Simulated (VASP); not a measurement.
# Al in VASP: relaxation of the atoms with LDA

Aim: the relaxation of the atoms of Al with LDA.

All numbers are computed with VASP 6.6.1; they aren't measurements. Logs are shortened: lines on timing, memory, paths and dates and some standing lists are left out, and cuts for length are marked.

**1. Starting point**

The cell holds a slab with vacuum, 9 atoms: a = 2.818 Å, b = 2.818 Å, c = 33.406 Å, α = 90.00°, β = 90.00°, γ = 60.00°.

The cell was built by a generator and needn't be a form met in nature.

**2. Relaxation of the atoms, LDA**

File INCAR:

```
SYSTEM = Al
ALGO = Fast
EDIFF = 1E-6
EDIFFG = -0.02
ENCUT = 520
GGA = CA
IBRION = 2
ISIF = 2
ISMEAR = 1
KPAR = 8
LASPH = .True.
LCHARG = .False.
LREAL = .False.
LWAVE = .False.
NELM = 100
NSW = 60
PREC = Accurate
SIGMA = 0.2
```

File KPOINTS:

```
k-points
0
Gamma
  18 18 1
  0 0 0
```

File POSCAR:

```
Al
1.0
    2.8178205230      0.0000000000      0.0000000000
    1.4089102615      2.4403041562      0.0000000000
    0.0000000000      0.0000000000     33.4059265818
Al
9
Direct
    0.3333333333      0.3333333333      0.2245110604
    0.6666666667      0.6666666667      0.2933832953
    0.0000000000      0.0000000000      0.3622555302
    0.3333333333      0.3333333333      0.4311277651
    0.6666666667      0.6666666667      0.5000000000
    0.0000000000      0.0000000000      0.5688722349
    0.3333333333      0.3333333333      0.6377444698
    0.6666666667      0.6666666667      0.7066167047
    0.0000000000      0.0000000000      0.7754889396
```

Potentials or basis: VASP PAW LDA potentials, release 64 (Al).

Run with:

```bash
$ cat potpaw_LDA.64/Al/POTCAR > POTCAR
$ mpirun -np 8 vasp_std > vasp.out
```

OUTCAR:

```text
SYSTEM = Al
   EDIFF = 1E-6
   EDIFFG = -0.02
   ENCUT = 520
   GGA = CA
   IBRION = 2
   ISIF = 2
   ISMEAR = 1
   LASPH = .True.
   LREAL = .False.
   NELM = 100
   NSW = 60
   PREC = Accurate

 ion  position               nearest neighbor table
   1  0.333  0.333  0.225-   2 2.82   2 2.82   2 2.82
   2  0.667  0.667  0.293-   1 2.82   3 2.82   1 2.82   3 2.82   3 2.82   1 2.82
   3  0.000  0.000  0.362-   2 2.82   4 2.82   2 2.82   4 2.82   2 2.82   4 2.82
   4  0.333  0.333  0.431-   5 2.82   3 2.82   5 2.82   3 2.82   3 2.82   5 2.82
   5  0.667  0.667  0.500-   4 2.82   4 2.82   6 2.82   6 2.82   6 2.82   4 2.82
   6  0.000  0.000  0.569-   5 2.82   7 2.82   5 2.82   7 2.82   5 2.82   7 2.82
   7  0.333  0.333  0.638-   8 2.82   6 2.82   8 2.82   6 2.82   6 2.82   8 2.82
   8  0.667  0.667  0.707-   7 2.82   7 2.82   9 2.82   9 2.82   9 2.82   7 2.82
   9  0.000  0.000  0.775-   8 2.82   8 2.82   8 2.82

  LATTYP: Found a hexagonal cell.
 ALAT       =     2.8178205230
 C/A-ratio  =    11.8552357431

  Lattice vectors:

 A1 = (  -1.4089102615,  -2.4403041562,   0.0000000000)
 A2 = (   2.8178205230,   0.0000000000,   0.0000000000)
 A3 = (   0.0000000000,   0.0000000000,  33.4059265818)

Analysis of symmetry for initial positions (statically):
=====================================================================
 Subroutine PRICEL returns:
 Original cell was already a primitive cell.

 Routine SETGRP: Setting up the symmetry group for a
 hexagonal supercell.

 Subroutine GETGRP returns: Found 12 space group operations
 (whereof  6 operations were pure point group operations)
 out of a pool of 24 trial point group operations.

The static configuration has the point symmetry C_3v.
 The point group associated with its full space group is D_3d.

Analysis of symmetry for dynamics (positions and initial velocities):
=====================================================================
 Subroutine PRICEL returns:
 Original cell was already a primitive cell.

 Routine SETGRP: Setting up the symmetry group for a
 hexagonal supercell.

 Subroutine GETGRP returns: Found 12 space group operations
 (whereof  6 operations were pure point group operations)
 out of a pool of 24 trial point group operations.

The dynamic configuration has the point symmetry C_3v.
 The point group associated with its full space group is D_3d.

 Subroutine INISYM returns: Found 12 space group operations
 (whereof  6 operations are pure point group operations),
 and found     1 'primitive' translations

----------------------------------------------------------------------------------------

                                     Primitive cell

  volume of cell :     229.7105

  direct lattice vectors                    reciprocal lattice vectors
     2.817820523  0.000000000  0.000000000     0.354884206 -0.204892492  0.000000000
     1.408910261  2.440304156  0.000000000     0.000000000  0.409784984  0.000000000
     0.000000000  0.000000000 33.405926582     0.000000000  0.000000000  0.029934808

  length of vectors
     2.817820523  2.817820523 33.405926582     0.409784984  0.409784984  0.029934808

  position of ions in fractional coordinates (direct lattice)
     0.333333333  0.333333333  0.224511060
     0.666666667  0.666666667  0.293383295
     0.000000000  0.000000000  0.362255530
     0.333333333  0.333333333  0.431127765
     0.666666667  0.666666667  0.500000000
     0.000000000  0.000000000  0.568872235
     0.333333333  0.333333333  0.637744470
     0.666666667  0.666666667  0.706616705
     0.000000000  0.000000000  0.775488940

  ion indices of the primitive-cell ions
   primitive index   ion index
                 1           1
                 2           2
                 3           3
                 4           4
                 5           5
                 6           6
                 7           7
                 8           8
                 9           9

----------------------------------------------------------------------------------------

 KPOINTS: k-points

Automatic generation of k-mesh.
 Grid dimensions read from file:
 generate k-points for:   18   18    1

 Generating k-lattice:

  Cartesian coordinates                     Fractional coordinates (reciprocal lattice)
     0.019715789 -0.011382916  0.000000000     0.055555556  0.000000000  0.000000000
     0.000000000  0.022765832  0.000000000     0.000000000  0.055555556  0.000000000
     0.000000000  0.000000000  0.029934808     0.000000000  0.000000000  1.000000000

  Length of vectors
     0.022765832  0.022765832  0.029934808

  Shift w.r.t. Gamma in fractional coordinates (k-lattice)
     0.000000000  0.000000000  0.000000000

 Subroutine IBZKPT returns following result:
 ===========================================

 Found     37 irreducible k-points:

 Following reciprocal coordinates:
            Coordinates               Weight
  0.000000  0.000000  0.000000      1.000000
  0.055556  0.000000  0.000000      6.000000
  0.111111  0.000000  0.000000      6.000000
  0.166667  0.000000  0.000000      6.000000
  0.222222  0.000000  0.000000      6.000000
  0.277778  0.000000  0.000000      6.000000
[... 16 lines left out ...]
  0.444444  0.111111  0.000000     12.000000
  0.500000  0.111111  0.000000     12.000000
 [... further k-points ...]
   k-points           NKPTS =     37   k-points in BZ     NKDIM =     37   number of bands    NBANDS=     18
   number of dos      NEDOS =    301   number of ions     NIONS =      9
   total plane-waves  NPLWV = 144000
   dimension x,y,z NGX =    24 NGY =   24 NGZ =  250
   dimension x,y,z NGXF=    48 NGYF=   48 NGZF=  500
   ions per type =               9
   NGX,Y,Z   is equivalent  to a cutoff of  14.16, 14.16, 12.44 a.u.
   NGXF,Y,Z  is equivalent  to a cutoff of  28.32, 28.32, 24.88 a.u.
 SYSTEM =  Al
   PREC   = accura    normal or accurate (medium, high low for compatibility)
   ISTART =      0    job   : 0-new  1-cont  2-samecut
   ICHARG =      2    charge: 1-file 2-atom 10-const
   ISPIN  =      1    spin polarized calculation?
   LNONCOLLINEAR =      F non collinear calculations
   LSORBIT =      F    spin-orbit coupling
   LASPH  =      T    aspherical Exc in radial PAW
   ENCUT  =  520.0 eV  38.22 Ry    6.18 a.u.   5.24  5.24 62.11*2*pi/ulx,y,z
   NELM   =    100;   NELMIN=  2; NELMDL= -5     # of ELM steps
   EDIFF  = 0.1E-05   stopping-criterion for ELM
   LREAL  =      F    real-space projection
   EDIFFG = -.2E-01   stopping-criterion for IOM
   NSW    =     60    number of steps for IOM
   IBRION =      2    ionic relax: 0-MD 1-quasi-New 2-CG
   NFREE  =      1    steps in history (QN), initial steepest desc. (CG)
   ISIF   =      2    stress and relaxation
   ISYM   =      2    0-nonsym 1-usesym 2-fastsym
   POTIM  = 0.5000    time-step for ionic-motion
   TEBEG  =    0.0;   TEEND  =   0.0 temperature during run
   PSTRESS=    0.0 pullay stress
   NELECT =      27.0000    total number of electrons
   NUPDOWN=      -1.0000    fix difference up-down
   EMIN   =  10.00;   EMAX   =-10.00  energy-range for DOS
   EFERMI =   0.00;   METHOD = LEGACY
   ISMEAR =     1;   SIGMA  =   0.20  broadening in eV -4-tet -1-fermi 0-gaus
   EFERMI_NEDOS =   21; number of points for ismear=-14 and -15
   IALGO  =     68    algorithm
   IMIX   =      4    mixing-type and parameters
     AMIX     =   0.40;   BMIX     =  1.00
     AMIX_MAG =   1.60;   BMIX_MAG =  1.00
  volume/ion in A,a.u.               =      25.52       172.24
  Fermi-wavevector in a.u.,A,eV,Ry     =   0.801929  1.515426  8.749768  0.643090
  Thomas-Fermi vector in A             =   1.909509
   LORBIT       =      0    0 simple, 1 ext, 2 COOP (PROOUT), +10 PAW based schemes
   GGA     = CA    functional components
   LHFCALC =     F    Hartree Fock is set to
   AEXX    =    0.0000 exact exchange contribution
   IVDW    =     0    specifies the selected vdW correction
   LEPSILON=     F    determine dielectric tensor
   LRPA    =     F    only Hartree local field effects (RPA)
 conjugate gradient relaxation of ions
 non-spin polarized calculation
 RMM-DIIS sequential band-by-band and
 Methfessel and Paxton  Order N= 1 SIGMA  =   0.20
  energy-cutoff  :      520.00
  volume of cell :      229.71
 maximum number of plane-waves:      6220
 NGX is ok and might be reduce to    24
   NGX = 11   NGY = 11   NGZ =125

--------------------------------------- Ionic step        1  -------------------------------------------

 number of electron      27.0000000 magnetization

 Free energy of the ion-electron system (eV)
  ---------------------------------------------------
  ext. energy  EPLUGINS =         0.00000000
  ---------------------------------------------------
  free energy    TOTEN  =       -36.89859844 eV

  energy without entropy =      -36.90300703  energy(sigma->0) =      -36.90006797

------------------------ aborting loop because EDIFF is reached ----------------------------------------

  FORCE on cell =-STRESS in cart. coord.  units (eV):
  Direction    XX          YY          ZZ          XY          YZ          ZX
  --------------------------------------------------------------------------------------
  -------------------------------------------------------------------------------------
  Total       -1.2844791     -1.2844791      0.1687677      0.0000000     -0.0000000      0.0000000
  in kB       -8.9589436     -8.9589436      1.1771155      0.0000000     -0.0000000      0.0000000
  external PRESSURE =      -5.5802572 kB  Pullay stress =       0.0000000 kB
[... 200 lines left out ...]
  energy  without entropy=      -36.9033733103  energy(sigma->0) =      -36.90136216

--------------------------------------- Ionic step        6  -------------------------------------------

 number of electron      27.0000000 magnetization

 Free energy of the ion-electron system (eV)
  ---------------------------------------------------
  ext. energy  EPLUGINS =         0.00000000
  ---------------------------------------------------
  free energy    TOTEN  =       -36.90046860 eV

  energy without entropy =      -36.90356841  energy(sigma->0) =      -36.90150187

 E-fermi :   3.5187     XC(G=0):  -7.0886

 val. band max:        3.5114599477   @ k =  -0.4444   0.2222   0.0000
 cond. band min:       3.5379361072   @ k =   0.5000   0.2222   0.0000
 fundamental gap:      0.0264761595
 Fermi energy:         3.5186970896

 k-point     1 :       0.0000    0.0000    0.0000
  band No.  band energies     occupation
      1      -7.7615      2.00000
      2      -7.5265      2.00000
      3      -7.1294      2.00000
      4      -6.5666      2.00000
      5      -5.8826      2.00000
      6      -5.0710      2.00000
[... 10 lines left out ...]
     17       7.8590      0.00000
     18       9.1648      0.00000
[... 466 lines left out ...]
      2      -2.5073      2.00000
      3      -2.1254      2.00000
      4      -1.5849      2.00000
      5      -0.9348      2.00000
      6      -0.2246      2.00000
[... 10 lines left out ...]
     17       4.2563     -0.00000
     18       4.5158     -0.00000

 [... further k-points ...]

------------------------ aborting loop because EDIFF is reached ----------------------------------------

  FORCE on cell =-STRESS in cart. coord.  units (eV):
  Direction    XX          YY          ZZ          XY          YZ          ZX
  --------------------------------------------------------------------------------------
  -------------------------------------------------------------------------------------
  Total       -1.2938300     -1.2938300      0.0638695      0.0000000      0.0000000      0.0000000
  in kB       -9.0241642     -9.0241642      0.4454749      0.0000000      0.0000000      0.0000000
  external PRESSURE =      -5.8676178 kB  Pullay stress =       0.0000000 kB
[... 24 lines left out ...]
  FREE ENERGIE OF THE ION-ELECTRON SYSTEM (eV)
  ---------------------------------------------------
  free  energy   TOTEN  =       -36.9004685952 eV

  energy  without entropy=      -36.9035684082  energy(sigma->0) =      -36.90150187

 reached required accuracy - stopping structural energy minimisation
```

Wall time 2 min (8 MPI ranks of Intel Xeon Platinum 8488C (Sapphire Rapids), shared host); peak memory 0.36 GiB.

What came out:

| Quantity | Value |
| --- | --- |
| Free energy | -36.9005 eV |
| Energy gained by relaxing | 0.2 meV/atom |
| Ionic steps | 6 |
| Largest force after relaxing | 0.018 eV/Å |

Forces in eV/Å, atoms in the order of the input:
```
Al   0.000  0.000 -0.013
Al   0.000  0.000  0.002
Al   0.000  0.000  0.018
Al   0.000  0.000 -0.006
Al   0.000  0.000  0.000
Al   0.000  0.000  0.006
Al   0.000  0.000 -0.018
Al   0.000  0.000 -0.002
Al   0.000  0.000  0.013
```

The path:
```csv
step,energy change (eV),largest force (eV/Å),pressure (GPa)
1,0.0000,0.0935,-0.56
2,-0.0014,0.0494,-0.57
3,-0.0016,0.0395,-0.58
4,-0.0018,0.0218,-0.58
5,-0.0018,0.0351,-0.59
6,-0.0019,0.0184,-0.59
```

Final structure:
```
CELL_PARAMETERS angstrom
2.81782 0.00000 0.00000
1.40891 2.44030 0.00000
0.00000 0.00000 33.40593
ATOMIC_POSITIONS crystal
Al 0.33333 0.33333 0.22433
Al 0.66667 0.66667 0.29367
Al 0.00000 0.00000 0.36210
Al 0.33333 0.33333 0.43120
Al 0.66667 0.66667 0.50000
Al 0.00000 0.00000 0.56880
Al 0.33333 0.33333 0.63790
Al 0.66667 0.66667 0.70633
Al 0.00000 0.00000 0.77567
```

Levels at points of the mesh, in eV from the Fermi level:
| k point | band 10 | band 11 | band 12 | band 13 | band 14 | band 15 | band 16 | band 17 |
| --- | --- | --- | --- | --- | --- | --- | --- | --- |
| (0.00, 0.00, 0.00) | -4.07 | -2.57 | -1.07 | 0.46 | 1.92 | 3.14 | 4.05 | 4.34 |
| (0.50, 0.00, 0.00) | -3.42 | -2.92 | -2.42 | -1.67 | -1.35 | -0.54 | -0.45 | 0.74 |

Caveat: the bands computed are all filled at some k points, so no gap is given.
